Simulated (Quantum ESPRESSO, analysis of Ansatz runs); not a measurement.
# Migration in In2O3 (R-3c): V_O hop (2.8 Å), charge +2 (Quantum ESPRESSO), part 3 of 3

How high is the barrier when O changes place in In2O3 (R-3c)? The case: V_O hop (2.8 Å), charge +2, in a cell of 80 host atoms with 1 O taken out.

Quantum ESPRESSO 7.5; Quantum ESPRESSO plane-wave DFT, PBEsol, GBRV 1.5 PBEsol potentials; nudged elastic band between two relaxed defect structures at fixed charge in a uniform background.

So far: The starting structure; Relaxation of the start point, charge +2; Relaxation of the end point, charge +2.

## (4) Nudged elastic band, charge +2

3 movable images are laid between the ends by interpolation. Each image feels the true force across the path and a spring force along it. The highest image is set to climb to the top of the path.

This step: Quantum ESPRESSO plane-wave DFT, PBEsol, GBRV 1.5 PBEsol potentials; nudged elastic band between two relaxed defect structures at fixed charge in a uniform background.

neb.in reads:

```
BEGIN
BEGIN_PATH_INPUT
&PATH
  restart_mode = 'from_scratch'
  string_method = 'neb'
  nstep_path = 45
  ds = 1.5
  opt_scheme = 'broyden'
  num_of_images = 5
  k_max = 0.3
  k_min = 0.2
  CI_scheme = 'auto'
  path_thr = 0.06
/
END_PATH_INPUT
BEGIN_ENGINE_INPUT
&CONTROL
  prefix = 'pwscf'
  outdir = './tmp'
  pseudo_dir = './pseudo'
  disk_io = 'low'
/
&SYSTEM
  ibrav = 0
  nat = 79
  ntyp = 2
  ecutwfc = 36
  ecutrho = 288
  nbnd = 352
  occupations = 'fixed'
  tot_charge = 2
  nosym = .true.
/
&ELECTRONS
  conv_thr = 8d-08
  electron_maxstep = 100
  mixing_beta = 0.5
/
ATOMIC_SPECIES
In   114.8180 in_pbesol_v1.4.uspp.F.UPF
O     15.9990 o_pbesol_v1.2.uspp.F.UPF
CELL_PARAMETERS angstrom
   5.4978746316    3.1741994784    9.6511628677
  -5.4978746316    3.1741994784    9.6511628677
   0.0000000000   -6.3483987569    9.6511628675
BEGIN_POSITIONS
FIRST_IMAGE
ATOMIC_POSITIONS crystal
In     0.3193880999    0.3214613391    0.3269984642
In     0.4299813488    0.4291596580    0.4288010850
In     0.1785069796    0.1783848004    0.1802285039
In     0.0690833551    0.0714395540    0.0725185317
O      0.0228354929    0.3751178658    0.2269098035
O      0.3786140404    0.2327799309    0.0114159940
O      0.2267618587    0.0235054851    0.3750119930
O      0.4746832807    0.1315485359    0.2671928539
O      0.2653210000    0.4765089440    0.1341889278
O      0.1236736682    0.2724677124    0.4787609566
In     0.3064145421    0.3163101616    0.8295492555
In     0.4202164676    0.4338390130    0.9434688004
In     0.1768864486    0.1782285185    0.6809735099
In     0.0716606225    0.0704235502    0.5726074572
O      0.0221308222    0.3756733956    0.7268980093
O      0.3740019265    0.2272300754    0.5262559836
O      0.2279228588    0.0250440128    0.8755777642
O      0.4797374478    0.1306541901    0.7720892632
O      0.2823134430    0.4736838561    0.6274311259
O      0.1157254382    0.2736591532    0.9844154911
In     0.3213619433    0.8222800326    0.3196973371
In     0.4256727237    0.9377435198    0.4243037080
In     0.1772864895    0.6787471420    0.1807236851
In     0.0695064048    0.5718793520    0.0713165434
O      0.0236539219    0.8750652234    0.2261665484
O      0.3742320180    0.7250964988    0.0218679791
O      0.2277085951    0.5232923581    0.3770001911
O      0.4761476442    0.6258017027    0.2732085599
O      0.2743917814    0.9798786411    0.1229673867
O      0.1272626791    0.7707096914    0.4779640512
In     0.3212339462    0.8213527619    0.8207434882
In     0.4290225308    0.9288197748    0.9285592646
In     0.1820765326    0.6784348611    0.6780431682
In     0.0725525398    0.5704642801    0.5723536973
O      0.0231348589    0.8737703665    0.7264739500
O      0.3771945156    0.7273271633    0.5220156746
O      0.2383335628    0.5173991995    0.8712122816
O      0.4776651040    0.6194399575    0.7701434141
O      0.2735550271    0.9769906079    0.6250180060
O      0.1268338588    0.7702899473    0.9754313110
In     0.8218830131    0.3216191557    0.3195684563
In     0.9301385183    0.4286290694    0.4278780945
In     0.6774795118    0.1797879939    0.1773221691
In     0.5718381452    0.0718076515    0.0677377148
O      0.5229519574    0.3745856088    0.2276644190
O      0.8727812355    0.2269875339    0.0221247920
O      0.7277836710    0.0255646308    0.3729662842
O      0.9767922107    0.1233844446    0.2756120714
O      0.7711123778    0.4778562894    0.1260157656
O      0.6252926737    0.2740739211    0.4822482120
In     0.8210238559    0.3211163955    0.8197862204
In     0.9229403641    0.4287409738    0.9303731405
In     0.6937413962    0.1556698110    0.6725666982
In     0.5697089272    0.0694232325    0.5685505292
O      0.8739287007    0.2257138733    0.5243689487
O      0.7277549200    0.0229081512    0.8726099056
O      0.9765381986    0.1244833948    0.7736557283
O      0.7675871861    0.4761776082    0.6244890021
O      0.6223937200    0.2765679795    0.9674714878
In     0.8220294307    0.8244050625    0.3183781453
In     0.9315161967    0.9258300598    0.4277378375
In     0.6771408139    0.6798410860    0.1781508533
In     0.5688640912    0.5720266065    0.0728882311
O      0.5233351345    0.8765354780    0.2267106807
O      0.8747332456    0.7268229865    0.0230863595
O      0.7252922335    0.5245028303    0.3759507955
O      0.9740957606    0.6268579328    0.2729903594
O      0.7718698339    0.9795734924    0.1225654781
O      0.6220069267    0.7857674559    0.4771265288
In     0.8254897703    0.8124905991    0.8242046591
In     0.9300994366    0.9279770238    0.9284698645
In     0.6813058977    0.6807676729    0.6800986057
In     0.5771897050    0.5945059616    0.5561571189
O      0.5209105211    0.8750774533    0.7289203607
O      0.8769023499    0.7246701279    0.5219761705
O      0.7235825806    0.5229926156    0.8757981511
O      0.9825846648    0.6187615340    0.7751616546
O      0.7727766274    0.9644474453    0.6277668848
O      0.6247287372    0.7732982724    0.9762478243
INTERMEDIATE_IMAGE
ATOMIC_POSITIONS crystal
In     0.3195287248    0.3215227474    0.3254664853
In     0.4294358532    0.4292268864    0.4287219136
[... 77 atom lines left out ...]
INTERMEDIATE_IMAGE
ATOMIC_POSITIONS crystal
In     0.3196693497    0.3215841557    0.3239345064
In     0.4288903577    0.4292941148    0.4286427423
[... 77 atom lines left out ...]
INTERMEDIATE_IMAGE
ATOMIC_POSITIONS crystal
In     0.3198099747    0.3216455639    0.3224025275
In     0.4283448621    0.4293613432    0.4285635710
[... 77 atom lines left out ...]
LAST_IMAGE
ATOMIC_POSITIONS crystal
In     0.3199505996    0.3217069722    0.3208705486
In     0.4277993665    0.4294285716    0.4284843997
[... 3 atom lines left out ...]
O      0.3704683224    0.2387355964    0.0170495898
[... 4 atom lines left out ...]
In     0.3288037644    0.3067989942    0.8159901598
In     0.4428458753    0.4207119338    0.9332806014
[... 5 atom lines left out ...]
O      0.4835508546    0.1163244596    0.7730340939
O      0.2714887754    0.4802537407    0.6301688983
[... 4 atom lines left out ...]
In     0.0556068688    0.5775347302    0.0939675860
[... 8 atom lines left out ...]
In     0.1717903000    0.6940529157    0.6555689759
[... 2 atom lines left out ...]
O      0.3717159604    0.7282981510    0.5226308646
O      0.5107833296    0.3789443976    0.7323380475
O      0.4664550815    0.6228118393    0.7761640501
[... 20 atom lines left out ...]
O      0.6331078779    0.2657793371    0.9764496313
[... 13 atom lines left out ...]
In     0.5669682004    0.5721189110    0.5713976935
[... 5 atom lines left out ...]
O      0.6255103364    0.7713036498    0.9772514358
END_POSITIONS
K_POINTS gamma
END_ENGINE_INPUT
END
```

On the command line:

```bash
$ OMP_NUM_THREADS=1 mpirun -n 8 neb.x -ni 2 -inp neb.in > neb.out
```

Output:

```text
[shortened: banners, details of potentials and solvers, and blank lines are left out]
[banner, memory and clock lines left out]
     path-images division:  nimage    =       2
     initial path length           =  5.1797 bohr
     initial inter-image distance  =  1.2949 bohr
     string_method                 =    neb
     restart_mode                  =    from_scratch
     opt_scheme                    =    broyden
     num_of_images                 =    5
     nstep_path                    =    45
     CI_scheme                     =    auto
     first_last_opt                =    F
     use_freezing                  =    F
     ds                            =    1.5000 a.u.
     k_max                         =    0.3000 a.u.
     k_min                         =    0.2000 a.u.
     path_thr                      =    0.0600 eV / A
     ------------------------------ iteration   1 ------------------------------
     activation energy (->) =   2.303229 eV
     activation energy (<-) =   2.303675 eV
     image        energy (eV)        error (eV/A)        frozen
         1     -78647.7541467            0.027495            T
         2     -78646.5947400            3.309382            F
         3     -78645.4509182            4.705360            F
         4     -78646.5934136            2.722632            F
         5     -78647.7545932            0.026722            T
     climbing image =  3
     path length          =  5.180 bohr
     inter-image distance =  1.295 bohr
     ------------------------------ iteration   2 ------------------------------
     activation energy (->) =   1.336055 eV
     activation energy (<-) =   1.336502 eV
     image        energy (eV)        error (eV/A)        frozen
         1     -78647.7541467            0.027495            T
         2     -78646.8966504            1.777119            F
         3     -78646.4180916            1.710289            F
         4     -78646.8965268            1.398345            F
         5     -78647.7545932            0.026722            T
     climbing image =  3
     path length          =  5.237 bohr
[...]
------------------------------ iteration   3 ------------------------------
     activation energy (->) =   1.025476 eV
     activation energy (<-) =   1.025922 eV
     image        energy (eV)        error (eV/A)        frozen
         1     -78647.7541467            0.027495            T
         2     -78647.0545111            0.660638            F
         3     -78646.7286711            1.082585            F
         4     -78647.0551043            0.703067            F
         5     -78647.7545932            0.026722            T
     climbing image =  3
     path length          =  5.317 bohr
[...]
------------------------------ iteration   4 ------------------------------
     activation energy (->) =   0.841337 eV
     activation energy (<-) =   0.841784 eV
     image        energy (eV)        error (eV/A)        frozen
         1     -78647.7541467            0.027495            T
         2     -78647.1295760            0.382451            F
         3     -78646.9128095            0.594481            F
         4     -78647.1304707            0.384686            F
         5     -78647.7545932            0.026722            T
     climbing image =  3
     path length          =  5.420 bohr
[...]
------------------------------ iteration   5 ------------------------------
     activation energy (->) =   0.757077 eV
     activation energy (<-) =   0.757523 eV
     image        energy (eV)        error (eV/A)        frozen
         1     -78647.7541467            0.027495            T
         2     -78647.1633502            0.262322            F
         3     -78646.9970700            0.401314            F
         4     -78647.1643785            0.264610            F
         5     -78647.7545932            0.026722            T
     climbing image =  3
     path length          =  5.481 bohr
[...]
------------------------------ iteration   6 ------------------------------
     activation energy (->) =   0.671293 eV
     activation energy (<-) =   0.671740 eV
     image        energy (eV)        error (eV/A)        frozen
         1     -78647.7541467            0.027495            T
         2     -78647.1929955            0.128109            F
         3     -78647.0828536            0.246983            F
         4     -78647.1940501            0.114980            F
         5     -78647.7545932            0.026722            T
     climbing image =  3
     path length          =  5.584 bohr
[...]
------------------------------ iteration   7 ------------------------------
     activation energy (->) =   0.637367 eV
     activation energy (<-) =   0.637814 eV
     image        energy (eV)        error (eV/A)        frozen
         1     -78647.7541467            0.027495            T
         2     -78647.2022216            0.089401            F
         3     -78647.1167794            0.191603            F
         4     -78647.2032555            0.089746            F
         5     -78647.7545932            0.026722            T
     climbing image =  3
     path length          =  5.647 bohr
[...]
------------------------------ iteration   8 ------------------------------
     activation energy (->) =   0.614675 eV
     activation energy (<-) =   0.615121 eV
     image        energy (eV)        error (eV/A)        frozen
         1     -78647.7541467            0.027495            T
         2     -78647.2078255            0.058761            F
         3     -78647.1394721            0.128035            F
         4     -78647.2088260            0.057820            F
         5     -78647.7545932            0.026722            T
     climbing image =  3
     path length          =  5.692 bohr
[...]
------------------------------ iteration   9 ------------------------------
     activation energy (->) =   0.592450 eV
     activation energy (<-) =   0.592896 eV
     image        energy (eV)        error (eV/A)        frozen
         1     -78647.7541467            0.027495            T
         2     -78647.2133480            0.046934            F
         3     -78647.1616968            0.072869            F
         4     -78647.2143170            0.047323            F
         5     -78647.7545932            0.026722            T
     climbing image =  3
     path length          =  5.751 bohr
[...]
------------------------------ iteration  10 ------------------------------
     activation energy (->) =   0.582743 eV
     activation energy (<-) =   0.583189 eV
     image        energy (eV)        error (eV/A)        frozen
         1     -78647.7541467            0.027495            T
         2     -78647.2164246            0.039932            F
         3     -78647.1714040            0.056234            F
         4     -78647.2173898            0.039110            F
         5     -78647.7545932            0.026722            T
     climbing image =  3
     path length          =  5.780 bohr
     inter-image distance =  1.445 bohr
     neb: convergence achieved in  10 iterations
```

Run time: 29 min. Hardware: 8 MPI ranks of Arm Neoverse V2, shared host; peak memory 3.2 GiB.

The path, image by image:

```tsv
image	path (Å)	energy (eV)	O37: x, y, z (Å)
0	0.000	0.0000	-1.534, -3.132, 15.702
1	0.835	0.5377	-1.063, -2.572, 15.689
2	1.529	0.5827	-0.616, -2.113, 15.679
3	2.223	0.5368	0.006, -1.955, 15.669
4	3.059	-0.0004	0.725, -1.825, 15.655
```

Numbers from this step:

* barrier forward: 0.5827 eV
* barrier backward: 0.5832 eV
* end less start: -4.46e-4 eV
* hop length: 2.610 Å

The band met its tolerance of 0.06 eV/Å after 10 iterations, with image 2 on top (the start counts as 0). O37, which moves farthest between the ends, has 4 In at 2.14 to 2.25 Å nearest at the start and 4 In at 2.12 to 2.31 Å at the top.

## (5) Summary of results

```
barrier forward                         : 0.58 eV
barrier backward                        : 0.58 eV
end less start                          : 0.00 eV
hop length                              : 2.61 Å
band iterations, as the log counts them : 10
```

**Reading.** The top of the band lies 0.58 eV above the start and 0.58 eV above the end, which are alike in energy and neighbours. With an assumed prefactor of 1e13 per second it gives one hop a second along this one path at about 230 K; whether such hops link up through the crystal wasn't checked. The order of the top as a saddle was not checked for all atoms, so a bent path could be lower. No image-charge correction is applied; it largely cancels along a path if the charge stays localised alike. Limits: sampling at the zone centre alone can move energies of charged and open-shell states by tenths of an eV or more in cells of this size; spin–orbit coupling, which can matter with heavy atoms, is left out. The cutoff of 36 Ry is under the 40 Ry advised for these potentials.

[Logs are printed without paths, hosts, clocks, repeated set-up lines and the standing remarks that a program may print on its own settings, such as how far it seeks lower states.]

[Hosts, paths, dates, database ids (printed as entryN), source tags and the programs' standing remarks are cut or masked in the printed files.]
